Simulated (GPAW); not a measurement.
# A Nb chain with a C atom bridging one bond: transmission at several levels

Aim: T(E), conductance and thermopower of a Nb chain with a C atom bridging one bond, and what cheaper settings cost in accuracy.

Program: GPAW 26.7.0. Level of theory: GPAW LCAO, PAW setups; Landauer transmission from Green's functions with principal layers (ASE), zero bias. Results are calculated unless marked as measured.

### Step 1. The starting structure

The cell holds 15 atoms: 14 Nb and 1 C. Cell: a = 9.000 Å, b = 9.000 Å, c = 33.100 Å, α = 90.0°, β = 90.0°, γ = 90.0°. Regions: left lead, 7 atoms (7 Nb); channel, 1 atom (1 C); right lead, 7 atoms (7 Nb). Vacuum lies along a and b. The structure is stacked along c, and the current runs across the ab planes.

### Step 2. GPAW, dzp

Localised orbitals split the wire into layers that couple to their neighbours alone, which is what the Green's function method needs; double zeta with polarisation is the usual level for numbers.

run.py reads:

```python
import json
import numpy as np
from ase import Atoms
from ase.transport.calculators import TransportCalculator
from gpaw import GPAW, FermiDirac
from gpaw.lcao.tools import get_lcao_hamiltonian
from scipy.linalg import eigh

# The junction with lead layers at both ends, along the third cell vector
device = Atoms(
    ['Nb', 'Nb', 'Nb', 'Nb', 'Nb', 'Nb', 'Nb', 'C', 'Nb', 'Nb', 'Nb', 'Nb', 'Nb', 'Nb', 'Nb'],
    positions=[
        [4.50000, 4.50000, 1.17500],
        [4.50000, 4.50000, 3.52500],
        [4.50000, 4.50000, 5.87500],
        [4.50000, 4.50000, 8.22500],
        [4.50000, 4.50000, 10.57500],
        [4.50000, 4.50000, 12.92500],
        [4.50000, 4.50000, 15.27500],
        [5.66857, 4.50000, 16.55000],
        [4.50000, 4.50000, 17.82500],
        [4.50000, 4.50000, 20.17500],
        [4.50000, 4.50000, 22.52500],
        [4.50000, 4.50000, 24.87500],
        [4.50000, 4.50000, 27.22500],
        [4.50000, 4.50000, 29.57500],
        [4.50000, 4.50000, 31.92500]],
    cell=[[9.0, 0.0, 0.0], [0.0, 9.0, 0.0], [0.0, 0.0, 33.1]],
    pbc=True)

# One principal layer of the lead: the first 5 atoms of the device
lead = Atoms(
    ['Nb', 'Nb', 'Nb', 'Nb', 'Nb'],
    positions=[
        [4.50000, 4.50000, 1.17500],
        [4.50000, 4.50000, 3.52500],
        [4.50000, 4.50000, 5.87500],
        [4.50000, 4.50000, 8.22500],
        [4.50000, 4.50000, 10.57500]],
    cell=[[9.0, 0.0, 0.0], [0.0, 9.0, 0.0], [0.0, 0.0, 11.75]],
    pbc=True)

settings = dict(mode='lcao', basis='dzp', xc='PBE', h=0.2,
                occupations=FermiDirac(0.1), maxiter=250,
                mixer=dict(beta=0.1, nmaxold=8, weight=100.0),
                convergence=dict(density=0.0001))
energies = np.arange(-2, 2 + 1e-9, 0.05)
eta = 0.0001
n1, n2 = 1, 1
# k and -k transmit alike, so half of the mesh across the current serves
mesh = [(i, j) for i in range(n1) for j in range(n2) if (i, j) <= (-i % n1, -j % n2)]
weights = np.array([1 if (i, j) == (-i % n1, -j % n2) else 2 for i, j in mesh]) / (n1 * n2)

# [... helper functions left out ...]
fermi_lead = ground_state(lead, (1, 1, 10), 'lead.txt')
fermi_device = ground_state(device, (1, 1, 3), 'device.txt')
# [... loop over the mesh left out, but for ...]
        # Shift the lead onto the potential of the device's first layer
        shift = ((H[:, 0, 0] - H0[:, 0, 0]) / S0[0, 0]).real.mean()
# [...]
kT = 8.617333e-5 * 300
bias = [0.1, 0.2, 0.5, 1.0, 1.5, 2.0]
# [... integrals and printing left out ...]
```

Run with:

```
$ OMP_NUM_THREADS=1 OPENBLAS_NUM_THREADS=1 python run.py
```

The program printed:

```text
basis functions: device 419, principal layer 145
Fermi level: lead -2.3976 eV, device -2.3983 eV; lead shifted by 0.0086 eV
largest coupling past the next layer 3.08e-07 eV, largest misfit of the first layer 0.024 eV
  E-E_F (eV)   T (one spin)  [channel counts left out]
    -2.000    1.2351e+00
    -1.950    1.2414e+00
    -1.900    1.2456e+00
    -1.850    1.2480e+00
    -1.800    1.2490e+00
    -1.750    1.2485e+00
    -1.700    1.2468e+00
    -1.650    1.2438e+00
    -1.600    1.2394e+00
    -1.550    1.2336e+00
    -1.500    1.2277e+00
    -1.450    2.2458e+00
    -1.400    1.4950e+00
    -1.350    1.5676e+00
    -1.300    1.6206e+00
    -1.250    1.6618e+00
[...]
1.650    3.1089e+00
     1.700    2.1786e+00
     1.750    2.1149e+00
     1.800    1.9765e+00
     1.850    1.7976e+00
     1.900    1.7193e+00
     1.950    1.6915e+00
     2.000    1.6610e+00
conductance at 300 K: 4.4564 G0 a cell; thermopower -2.149 uV/K
current from the zero-bias T(E) at 0.1 V: 34.513 uA
current from the zero-bias T(E) at 0.2 V: 68.928 uA
current from the zero-bias T(E) at 0.5 V: 170.03 uA
current from the zero-bias T(E) at 1.0 V: 320.68 uA
current from the zero-bias T(E) at 1.5 V: 458.58 uA
current from the zero-bias T(E) at 2.0 V: 592.88 uA
```

Wall time 3.9 min (1 thread of Arm Neoverse V1, shared host); peak memory 1.4 GiB.

This step gave:

```
conductance                                    : 4.456 G₀
thermopower                                    : -2.149 μV/K
largest coupling past the next principal layer : 3.08e-7 eV
largest misfit of the first principal layer    : 0.02385 eV
shift that aligns the lead                     : 0.008589 eV
basis functions of the junction                : 419
basis functions of a principal layer           : 145
transmission at the Fermi level (one spin)     : 4.462
```

One spin. Transmission, zone mean against energy, zero at the Fermi level:

```tsv
energy (eV)	transmission, zone mean
-2.00	1.24
-1.90	1.25
-1.80	1.25
-1.70	1.25
-1.55	1.23
-1.45	2.25
-1.35	1.57
-1.25	1.66
-1.15	1.73
-1.05	1.79
-0.90	1.90
-0.80	2.00
-0.70	2.12
-0.60	2.29
-0.55	2.39
-0.50	1.92
-0.40	2.83
-0.25	3.85
-0.15	4.21
-0.05	4.39
0.00	4.46
0.05	4.52
0.15	4.61
0.25	4.65
0.40	4.76
0.50	4.84
0.60	4.91
0.70	4.96
0.80	5.00
0.90	5.01
1.05	4.96
1.15	4.88
1.25	4.74
1.35	4.54
1.45	4.23
1.55	3.79
1.70	2.18
1.80	1.98
1.90	1.72
2.00	1.66
```

Not self-consistent under bias; the bias window is split evenly. Table of current through one cell, from the zero-bias transmission by bias:

```tsv
bias (V)	current through one cell, from the zero-bias transmission (mA)
0.100	0.0345
0.200	0.0689
0.500	0.170
1.000	0.321
1.500	0.459
2.000	0.593
```

Table of transmission of the three most open eigenchannels by energy, zero at the Fermi level:

```tsv
energy (eV)	channel 1	channel 2	channel 3
-2.000	0.993	0.143	0.0985
-1.800	0.999	0.137	0.113
-1.600	0.998	0.130	0.111
-1.400	0.995	0.368	0.0700
-1.200	0.996	0.489	0.186
-1.000	0.999	0.587	0.276
-0.800	0.994	0.614	0.341
-0.600	0.992	0.645	0.411
-0.400	0.990	0.661	0.594
-0.200	0.987	0.904	0.838
0.000	0.988	0.937	0.889
0.200	0.991	0.945	0.913
0.400	0.993	0.955	0.952
0.600	0.996	0.992	0.958
0.800	0.998	0.992	0.961
1.000	0.997	0.973	0.927
1.200	0.990	0.958	0.875
1.400	0.972	0.889	0.864
1.600	0.937	0.860	0.696
1.800	0.942	0.808	0.191
2.000	0.877	0.783	0.00120
```

Couplings past the next layer reach 3.1e-7 eV, small enough to drop; the matrix elements of the cell's first layer differ from the bulk lead's by up to 0.024 eV. That layer keeps its own values in the calculation, and only beyond it is the lead taken as perfect. The Fermi levels of lead and junction count from different zeros of potential, one for each periodic cell; with both set to zero, the small remaining shift is what aligns them. By hand: G = 4.456 × 77.48 μS = 345 μS, a resistance of 2.90 kΩ; at 0.1 V a linear junction would pass 34.5 μA, and the integral over the bias window gives 34.5 μA. Mott's formula, S = -(π²/3)(k_B²T/e) d ln T/dE, has the prefactor 7.33 μV/K·eV at 300 K; T = 4.392 at -0.05 eV and 4.522 at 0.05 eV give a slope of 0.290 per eV and S = -2.13 μV/K, beside -2.15 μV/K from the thermal integral, which interpolates the same grid.

### Step 3. Single-zeta polarised basis

The second zeta is dropped, the polarisation orbitals stay.

run.py: that of step 2 with these lines changed.

```diff
@@ -42,3 +42,3 @@
 
-settings = dict(mode='lcao', basis='dzp', xc='PBE', h=0.2,
+settings = dict(mode='lcao', basis='szp(dzp)', xc='PBE', h=0.2,
                 occupations=FermiDirac(0.1), maxiter=250,
```

The program printed:

```text
basis functions: device 233, principal layer 80
Fermi level: lead -2.5972 eV, device -2.6223 eV; lead shifted by 0.0051 eV
largest coupling past the next layer 3.00e-07 eV, largest misfit of the first layer 0.031 eV
  E-E_F (eV)   T (one spin)  [channel counts left out]
    -2.000    1.2526e+00
    -1.950    1.2646e+00
    -1.900    1.2739e+00
    -1.850    1.2810e+00
    -1.800    1.2863e+00
    -1.750    1.2901e+00
    -1.700    1.2927e+00
    -1.650    1.2940e+00
    -1.600    1.2943e+00
    -1.550    1.2935e+00
    -1.500    1.2917e+00
    -1.450    1.2889e+00
    -1.400    1.2848e+00
    -1.350    1.2792e+00
    -1.300    1.2706e+00
    -1.250    1.4284e+00
[...]
1.650    3.7985e+00
     1.700    3.5575e+00
     1.750    3.2301e+00
     1.800    2.7596e+00
     1.850    2.2122e+00
     1.900    1.8329e+00
     1.950    1.5499e+00
     2.000    1.5351e+00
conductance at 300 K: 4.4807 G0 a cell; thermopower -2.218 uV/K
current from the zero-bias T(E) at 0.1 V: 34.701 uA
current from the zero-bias T(E) at 0.2 V: 69.307 uA
current from the zero-bias T(E) at 0.5 V: 171.26 uA
current from the zero-bias T(E) at 1.0 V: 324.51 uA
current from the zero-bias T(E) at 1.5 V: 463.01 uA
current from the zero-bias T(E) at 2.0 V: 596.21 uA
```

Run time: 2.3 min. Hardware: 1 thread; peak memory 1.3 GiB.

This step gave:

| Item | Value |
| --- | --- |
| conductance | 4.481 G₀ |
| thermopower | -2.218 μV/K |
| largest coupling past the next principal layer | 3.00e-7 eV |
| largest misfit of the first principal layer | 0.03147 eV |
| shift that aligns the lead | 0.005066 eV |
| basis functions of the junction | 233 |
| basis functions of a principal layer | 80 |
| transmission at the Fermi level (one spin) | 4.487 |

One spin. Transmission, zone mean against energy, zero at the Fermi level:

```tsv
energy (eV)	transmission, zone mean
-2.00	1.25
-1.85	1.28
-1.70	1.29
-1.60	1.29
-1.45	1.29
-1.30	1.27
-1.15	1.55
-1.05	1.64
-0.90	1.78
-0.75	1.95
-0.60	2.22
-0.50	2.45
-0.35	3.36
-0.20	4.09
-0.05	4.41
0.00	4.49
0.05	4.55
0.20	4.67
0.35	4.77
0.50	4.89
0.60	4.96
0.75	5.03
0.90	5.08
0.95	5.09
1.05	5.08
1.15	5.01
1.30	4.82
1.45	4.49
1.60	4.00
1.70	3.56
1.85	2.21
2.00	1.54
```

Not self-consistent under bias; the bias window is split evenly. Table of current through one cell, from the zero-bias transmission by bias:

```tsv
bias (V)	current through one cell, from the zero-bias transmission (mA)
0.100	0.0347
0.200	0.0693
0.500	0.171
1.000	0.325
1.500	0.463
2.000	0.596
```

Transmission of the three most open eigenchannels against energy, zero at the Fermi level:

```tsv
energy (eV)	channel 1	channel 2	channel 3
-2.000	0.978	0.145	0.129
-1.800	0.995	0.149	0.143
-1.600	0.999	0.174	0.121
-1.400	0.998	0.206	0.0813
-1.200	0.995	0.412	0.0516
-1.000	0.995	0.541	0.152
-0.800	0.994	0.606	0.236
-0.600	0.991	0.647	0.337
-0.400	0.989	0.669	0.592
-0.200	0.984	0.901	0.841
0.000	0.984	0.937	0.902
0.200	0.986	0.949	0.932
0.400	0.990	0.967	0.956
0.600	0.995	0.992	0.956
0.800	0.998	0.996	0.954
1.000	0.999	0.958	0.948
1.200	0.994	0.928	0.902
1.400	0.981	0.903	0.868
1.600	0.956	0.859	0.840
1.800	0.909	0.845	0.594
2.000	0.807	0.728	5.9e-5
```

The conductance, 4.48 G₀, lies 0.5 % above that of the dzp run.

### Step 4. Minimal basis

One function for each valence shell of the setup, as for a first survey of a large system.

run.py: that of step 3 with these lines changed.

```diff
@@ -42,3 +42,3 @@
 
-settings = dict(mode='lcao', basis='szp(dzp)', xc='PBE', h=0.2,
+settings = dict(mode='lcao', basis='sz(dzp)', xc='PBE', h=0.2,
                 occupations=FermiDirac(0.1), maxiter=250,
```

The program printed:

```text
basis functions: device 186, principal layer 65
Fermi level: lead -2.6646 eV, device -2.7067 eV; lead shifted by 0.0038 eV
largest coupling past the next layer 2.93e-07 eV, largest misfit of the first layer 0.035 eV
  E-E_F (eV)   T (one spin)  [channel counts left out]
    -2.000    1.3115e+00
    -1.950    1.3210e+00
    -1.900    1.3277e+00
[...]
1.950    2.2759e+00
     2.000    2.1208e+00
conductance at 300 K: 4.4624 G0 a cell; thermopower -2.11 uV/K
current from the zero-bias T(E) at 0.1 V: 34.559 uA
current from the zero-bias T(E) at 0.2 V: 69.02 uA
current from the zero-bias T(E) at 0.5 V: 170.6 uA
current from the zero-bias T(E) at 1.0 V: 323.25 uA
current from the zero-bias T(E) at 1.5 V: 460.59 uA
current from the zero-bias T(E) at 2.0 V: 592.9 uA
```

Wall time 1.7 min (1 thread); peak memory 1.2 GiB.

This step gave:

```yaml
conductance: 4.462 G₀
thermopower: -2.110 μV/K
largest_coupling_past_the_next_principal_layer: 2.93e-7 eV
largest_misfit_of_the_first_principal_layer: 0.03548 eV
shift_that_aligns_the_lead: 0.003848 eV
basis_functions_of_the_junction: 186
basis_functions_of_a_principal_layer: 65
transmission_at_the_fermi_level_one_spin: 4.469
```

The conductance equals that of the dzp run to 0.2 %.

### Step 5. LDA in the dzp basis: xc = "LDA"

Back in the dzp basis, the functional changes from PBE to LDA, to set the spread between functionals beside that between bases.

run.py: that of step 4 with these lines changed.

```diff
@@ -42,3 +42,3 @@
 
-settings = dict(mode='lcao', basis='sz(dzp)', xc='PBE', h=0.2,
+settings = dict(mode='lcao', basis='dzp', xc='LDA', h=0.2,
                 occupations=FermiDirac(0.1), maxiter=250,
```

The program printed:

```text
basis functions: device 419, principal layer 145
Fermi level: lead -2.6332 eV, device -2.6381 eV; lead shifted by 0.0059 eV
largest coupling past the next layer 1.93e-07 eV, largest misfit of the first layer 0.025 eV
  E-E_F (eV)   T (one spin)  [channel counts left out]
    -2.000    1.2217e+00
    -1.950    1.2289e+00
    -1.900    1.2340e+00
[...]
1.950    1.6812e+00
     2.000    1.6472e+00
conductance at 300 K: 4.5054 G0 a cell; thermopower -2.188 uV/K
current from the zero-bias T(E) at 0.1 V: 34.89 uA
current from the zero-bias T(E) at 0.2 V: 69.67 uA
current from the zero-bias T(E) at 0.5 V: 171.93 uA
current from the zero-bias T(E) at 1.0 V: 325.68 uA
current from the zero-bias T(E) at 1.5 V: 465.46 uA
current from the zero-bias T(E) at 2.0 V: 600.37 uA
```

Elapsed: 3.7 min, on 1 thread; peak memory 1.4 GiB.

Numbers from this step:

| Item | Value |
| --- | --- |
| conductance | 4.505 G₀ |
| thermopower | -2.188 μV/K |
| largest coupling past the next principal layer | 1.93e-7 eV |
| largest misfit of the first principal layer | 0.02501 eV |
| shift that aligns the lead | 0.005875 eV |
| basis functions of the junction | 419 |
| basis functions of a principal layer | 145 |
| transmission at the Fermi level (one spin) | 4.513 |

The conductance, 4.51 G₀, lies 1.1 % above that of the dzp run.

### Step 6. Cost and result by level

Times are for 1 thread of Arm Neoverse V1, shared host. The runs compared:

```tsv
no.	run	conductance (G₀)	time	memory (GiB)
1	dzp	4.456	3.9 min	1.4
2	szp	4.481	2.3 min	1.3
3	sz	4.462	1.7 min	1.2
4	dzp LDA	4.505	3.7 min	1.4
```

### Step 7. The levels side by side

The curves are compared point by point over the common energies.

This step: comparison of transmission and cost over codes and levels (GPAW 26.7.0).

Ladder, by row:

```tsv
step	code	T at the Fermi level (sum over the listed spins)	conductance (G0)	r.m.s. T(E) from the first	wall time (s)	peak memory (GiB)	threads
dzp	GPAW	4.462	4.456	0	232.7	1.4	1
szp	GPAW	4.487	4.481	0.2974	135.9	1.31	1
sz	GPAW	4.469	4.462	0.3653	104.2	1.24	1
dzp-LDA	GPAW	4.513	4.505	0.1507	223.8	1.4	1
```

Transmission, zone mean, sum over the listed spins against energy, zero at the Fermi level:

```tsv
energy (eV)	dzp	szp	sz	dzp-LDA
-2.00	1.24	1.25	1.31	1.22
-1.85	1.25	1.28	1.33	1.24
-1.70	1.25	1.29	1.34	1.24
-1.50	1.23	1.29	1.32	1.92
-1.45	2.25	1.29	1.32	1.46
-1.35	1.57	1.28	1.30	1.60
-1.20	1.70	1.49	1.47	1.72
-1.05	1.79	1.64	1.61	1.81
-0.90	1.90	1.78	1.75	1.92
-0.70	2.12	2.03	2.01	2.13
-0.55	2.39	2.33	2.31	2.40
-0.40	2.83	2.79	2.80	2.86
-0.25	3.85	3.88	3.90	3.90
-0.10	4.31	4.33	4.32	4.35
0.00	4.46	4.49	4.47	4.51
0.10	4.57	4.60	4.57	4.62
0.25	4.65	4.70	4.67	4.70
0.40	4.76	4.81	4.77	4.79
0.55	4.88	4.93	4.88	4.90
0.70	4.96	5.01	4.97	4.99
0.90	5.01	5.08	5.06	5.03
1.05	4.96	5.08	5.10	4.99
1.20	4.82	4.96	5.04	4.84
1.35	4.54	4.73	4.85	4.57
1.50	4.02	4.34	4.51	4.09
1.70	2.18	3.56	3.73	2.58
1.85	1.80	2.21	2.54	1.82
2.00	1.66	1.54	2.12	1.65
```

### Step 8. Mixing 0.02

Mixing changes the road to self-consistency, not its end. The mixing history changes the road to self-consistency, not its end.

This step: GPAW LCAO, PAW setups; Landauer transmission from Green's functions with principal layers (ASE), zero bias (GPAW 26.7.0).

run.py: that of step 5 with these lines changed.

```diff
@@ -42,5 +42,5 @@
 
-settings = dict(mode='lcao', basis='dzp', xc='LDA', h=0.2,
+settings = dict(mode='lcao', basis='dzp', xc='PBE', h=0.2,
                 occupations=FermiDirac(0.1), maxiter=250,
-                mixer=dict(beta=0.1, nmaxold=8, weight=100.0),
+                mixer=dict(beta=0.02, nmaxold=12, weight=100.0),
                 convergence=dict(density=0.0001))
```

The program printed:

```text
basis functions: device 419, principal layer 145
Fermi level: lead -2.3980 eV, device -2.3984 eV; lead shifted by 0.0074 eV
largest coupling past the next layer 3.08e-07 eV, largest misfit of the first layer 0.024 eV
  E-E_F (eV)   T (one spin)  [channel counts left out]
    -2.000    1.2341e+00
    -1.950    1.2404e+00
    -1.900    1.2448e+00
    -1.850    1.2473e+00
    -1.800    1.2484e+00
    -1.750    1.2480e+00
    -1.700    1.2464e+00
    -1.650    1.2435e+00
    -1.600    1.2391e+00
    -1.550    1.2333e+00
    -1.500    1.2265e+00
    -1.450    2.2787e+00
    -1.400    1.4924e+00
    -1.350    1.5649e+00
    -1.300    1.6185e+00
    -1.250    1.6599e+00
[...]
1.650    3.1127e+00
     1.700    2.1681e+00
     1.750    2.1111e+00
     1.800    1.9755e+00
     1.850    1.7985e+00
     1.900    1.7184e+00
     1.950    1.6909e+00
     2.000    1.6608e+00
conductance at 300 K: 4.4527 G0 a cell; thermopower -2.172 uV/K
current from the zero-bias T(E) at 0.1 V: 34.483 uA
current from the zero-bias T(E) at 0.2 V: 68.863 uA
current from the zero-bias T(E) at 0.5 V: 170.03 uA
current from the zero-bias T(E) at 1.0 V: 322.67 uA
current from the zero-bias T(E) at 1.5 V: 461.72 uA
current from the zero-bias T(E) at 2.0 V: 595.93 uA
```

The job ended after 3.3 min (1 thread; peak memory 1.5 GiB).

Numbers from this step:

* conductance: 4.453 G₀
* thermopower: -2.172 μV/K
* largest coupling past the next principal layer: 3.08e-7 eV
* largest misfit of the first principal layer: 0.02367 eV
* shift that aligns the lead: 0.007442 eV
* transmission at the Fermi level (one spin): 4.459

One spin. Table of transmission, zone mean by energy, zero at the Fermi level:

```tsv
energy (eV)	transmission, zone mean
-2.000	1.23
-1.800	1.25
-1.600	1.24
-1.450	2.28
-1.400	1.49
-1.200	1.69
-1.000	1.83
-0.800	2.00
-0.600	2.28
-0.400	2.83
-0.200	4.06
0.000	4.46
0.200	4.63
0.400	4.75
0.600	4.91
0.800	5.00
0.900	5.01
1.000	4.99
1.200	4.82
1.400	4.40
1.600	3.53
1.800	1.98
2.000	1.66
```

Not self-consistent under bias; the bias window is split evenly. The current through one cell, from the zero-bias transmission by bias:

```tsv
bias (V)	current through one cell, from the zero-bias transmission (mA)
0.100	0.0345
0.200	0.0689
0.500	0.170
1.000	0.323
1.500	0.462
2.000	0.596
```

[end of part 1 of 2]

[Logs are printed without paths, hosts, clocks, repeated set-up lines and the standing remarks that a program may print on its own settings, such as how far it seeks lower states.]

[Hosts, paths, dates, database ids (printed as entryN), source tags and the programs' standing remarks are cut or masked in the printed files.]
